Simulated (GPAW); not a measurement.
# Ge (I4_1/amd) in GPAW: settings compared, part 2 of 2

GPAW 26.7.0. The steps go on from the part before.

**4. Band structure, LDA**

run.py

```python
from ase.dft.bandgap import bandgap
from ase.io import read, write
from ase.units import GPa
from gpaw import GPAW, PW, setup_paths

setup_paths.insert(0, '.')

atoms = read('POSCAR')

calc = GPAW(mode=PW(600),
            xc='LDA',
            kpts={'size': (8, 8, 8), 'gamma': True},
            occupations={'name': 'fermi-dirac', 'width': 0.05},
            nbands=11,
            convergence={'density': 1e-05, 'energy': 1e-05},
            maxiter=150,
            txt='gpaw.txt')
atoms.calc = calc
energy = atoms.get_potential_energy()
forces = atoms.get_forces()
stress = atoms.get_stress()
calc.write('gs.gpw')
write('result.traj', atoms)
print(f'Energy: {energy:.6f} eV')
print('Forces (eV/A):')
print(forces.round(4))
print('Stress (GPa):', (stress / GPa).round(3))
print('Fermi level:', round(calc.get_fermi_level(), 4), 'eV')
print(f'Gap: {bandgap(calc)[0]:.4f} eV, direct: {bandgap(calc, direct=True)[0]:.4f} eV')

path = atoms.cell.bandpath('GXMGZPNZ1M,XP', npoints=80, eps=1e-4)
bs_calc = calc.fixed_density(kpts=path, symmetry='off', nbands=20,
                             convergence={'bands': 'CBM+6.0', 'eigenstates': 1e-6}, txt='bands.txt')
bs = bs_calc.band_structure()
bs.write('bs.json')
print(f'Gap on the path: {bandgap(bs_calc)[0]:.4f} eV')
```

POSCAR

```
Ge
1.0
   -2.5744897190      2.5744897190      1.3974126432
    2.5744897190     -2.5744897190      1.3974126432
    2.5744897190      2.5744897190     -1.3974126432
Ge
2
Direct
    0.5000000000      0.5000000000      0.0000000000
    0.2500000000      0.7500000000      0.5000000000
```

Potentials or basis: PAW data sets generated in the run's folder for this functional, pw.

Command:

```console
$ gpaw-setup -f LDA Ge
$ OMP_NUM_THREADS=1 python run.py
```

gpaw.txt:

```text
__  _  _
 | _ |_)|_||  |
 |__||  | ||/\| - 26.7.0

Input parameters:
  mode=PW(ecut=600.0),
  convergence={'density': 1e-05, 'energy': 1e-05},
  kpts=MonkhorstPack(size=(8, 8, 8), gamma=True),
  maxiter=150,
  nbands=11,
  occupations=Occupations(name='fermi-dirac', width=0.05),
  xc=XC(name='LDA')

Diagonalizing LCAO Hamiltonian
Converting LCAO to pw mode

       Ge    Ge

Atoms  # Å, Bohr magnetons
|   | symbol |        x |        y |        z |    initial magnetic moments |
|---|--------|----------|----------|----------|-----------------------------|
| 0 |     Ge | 0.000000 | 0.000000 | 1.397413 | ( 0.0000,  0.0000,  0.0000) |
| 1 |     Ge | 2.574490 | 0.000000 | 0.698706 | ( 0.0000,  0.0000,  0.0000) |

Unit cell  # Å
| periodic |         x |         y |         z |  lengths |     angles |
|----------|-----------|-----------|-----------|----------|------------|
|      yes | -2.574490 |  2.574490 |  1.397413 | 3.899841 |  97.376984 |
|      yes |  2.574490 | -2.574490 |  1.397413 | 3.899841 |  97.376984 |
|      yes |  2.574490 |  2.574490 | -1.397413 | 3.899841 | 138.005201 |

Number of symmetries: 8
Symmetry operations  # r_c * U_cc + t_c -> r_c
|   | kind |            matrix            |
|---|------|------------------------------|
| 0 |  σ   |  1, 1, 1,  0, 0,-1,  0,-1, 0 |
| 1 |  E   |  1, 0, 0,  0, 1, 0,  0, 0, 1 |
| 2 |  C2  |  0, 1, 0,  1, 0, 0, -1,-1,-1 |
| 3 |  S4  |  0, 0, 1, -1,-1,-1,  0, 1, 0 |
| 4 |  σ   |  0, 0,-1,  1, 1, 1, -1, 0, 0 |
| 5 |  C2  |  0,-1, 0, -1, 0, 0,  0, 0,-1 |
| 6 |  C2  | -1, 0, 0,  0,-1, 0,  1, 1, 1 |
| 7 |  S4  | -1,-1,-1,  0, 0, 1,  1, 0, 0 |

[... 98 lines left out ...]
  name: None

convergence criteria:
- Maximum integral of absolute [dens]ity change: 1e-05 electrons / valence electron
- Maximum [total energy] change in last 3 cyles: 1e-05 eV / valence electron
- Maximum integral of absolute [eigenst]ate change: 4e-08 eV^2 / valence electron
maximum number of iterations: 150

SCF iterations
|iter     | |      energy | eigst |  dens |
|---------|-|-------------|-------|-------|
|iter:   1| |  -10.034711 | -0.73 |       |
|iter:   2| |  -10.033676 | -3.08 | -1.18 |
|iter:   3| |  -10.019377 | -3.54 | -1.20 |
|iter:   4| |  -10.018225 | -4.30 | -1.74 |
|iter:   5| |  -10.018203 | -5.65 | -2.81 |
|iter:   6| |  -10.018203c| -7.12 | -3.81 |
|iter:   7| |  -10.018203c| -7.91c| -4.49 |
|iter:   8| |  -10.018203c| -9.07c| -5.22c|

Converged in 8 steps
Energy contributions relative to reference atoms: (reference = -114035.635434)

Energy contributions:
  Kinetic:          18.917211
  Coulomb:         -16.699850
  Zero:             -0.004933
  External:          0.000000
  Xc:              -12.226909
  Entropy:          -0.007443
  Spinorbit:         0.000000
  ----------------------------
  Free energy:     -10.021925
  Extrapolated:    -10.018203

dipole moment: (-3.354489, -13.577271, 4.595388)  # |e|*Ang

Fermi level: 7.621
Eigenvalues  # (at kpt = [0.000, 0.000, 0.000])
| band index |      eig [eV] | occ [0-2] |
|------------|---------------|-----------|
|          0 |        -5.635 |     2.000 |
|          1 |         3.495 |     2.000 |
|          2 |         5.355 |     2.000 |
|          3 |         5.355 |     2.000 |
|          4 |        11.034 |     0.000 |
|          5 |        15.218 |     0.000 |
|          6 |        15.218 |     0.000 |
|          7 |        15.755 |     0.000 |
|          8 |        15.949 |     0.000 |
|          9 |        19.126 |     0.000 |
|         10 |        20.065 |     0.000 |

No gap
No difference between direct/indirect transitions

Forces  # eV/Ang
|       x |       y |        z |
|---------|---------|----------|
| 0.00000 | 0.00000 | -0.00000 |  # Ge   0
| 0.00000 | 0.00000 | -0.00000 |  # Ge   1

Stress tensor  # eV/Ang^3
|        x |         y |         z |
|----------|-----------|-----------|
| 0.026297 |  0.000000 |  0.000000 |
| 0.000000 |  0.026297 | -0.000000 |
| 0.000000 | -0.000000 | -0.002432 |

# Writing to gs.gpw (mode='')
```

stdout:

```text
Energy: -10.018203 eV
Forces (eV/A):
[[ 0.  0. -0.]
 [ 0.  0. -0.]]
Stress (GPa): [ 4.213  4.213 -0.39  -0.     0.     0.   ]
Fermi level: 7.6212 eV
Gap: 0.0000 eV, direct: 0.0000 eV
Gap on the path: 0.0000 eV
```

It took 35 s on 1 thread of Arm Neoverse V1, shared host; peak memory 0.22 GiB.

Results:

```yaml
Free_energy: -10.0219 eV
Pressure: -2.7 GPa
Band_gap_along_the_path: none (metal or under the smearing width)
```

Levels at the corners of the path, in eV from the Fermi level:
| point | band 1 | band 2 | band 3 | band 4 | band 5 | band 6 | band 7 | band 8 | band 9 |
| --- | --- | --- | --- | --- | --- | --- | --- | --- | --- |
| Γ | -13.26 | -4.13 | -2.27 | -2.27 | 3.41 | 7.60 | 7.60 | 8.13 | 8.33 |
| X | -10.53 | -10.53 | 0.67 | 0.67 | 1.95 | 1.95 | 7.56 | 7.56 | 11.39 |
| M | -8.90 | -8.90 | -5.82 | -5.82 | 6.21 | 6.21 | 10.94 | 10.94 | 15.07 |
| Γ | -13.26 | -4.13 | -2.27 | -2.27 | 3.41 | 7.60 | 7.60 | 8.13 | 8.33 |
| Z | -7.45 | -6.47 | -3.73 | -3.53 | -3.53 | 3.78 | 6.70 | 6.70 | 10.98 |
| P | -6.89 | -6.89 | -4.25 | -4.25 | 4.27 | 4.27 | 4.89 | 4.89 | 8.24 |
| N | -8.06 | -6.34 | -2.63 | -1.94 | -1.28 | 2.59 | 3.59 | 5.53 | 8.89 |
| Z1 | -7.45 | -6.47 | -3.73 | -3.53 | -3.53 | 3.78 | 6.70 | 6.70 | 10.98 |
| M | -8.90 | -8.90 | -5.82 | -5.82 | 6.21 | 6.21 | 10.94 | 10.94 | 15.07 |
| X | -10.53 | -10.53 | 0.67 | 0.67 | 1.95 | 1.95 | 7.56 | 7.56 | 11.39 |
| P | -6.89 | -6.89 | -4.25 | -4.25 | 4.27 | 4.27 | 4.89 | 4.89 | 8.24 |
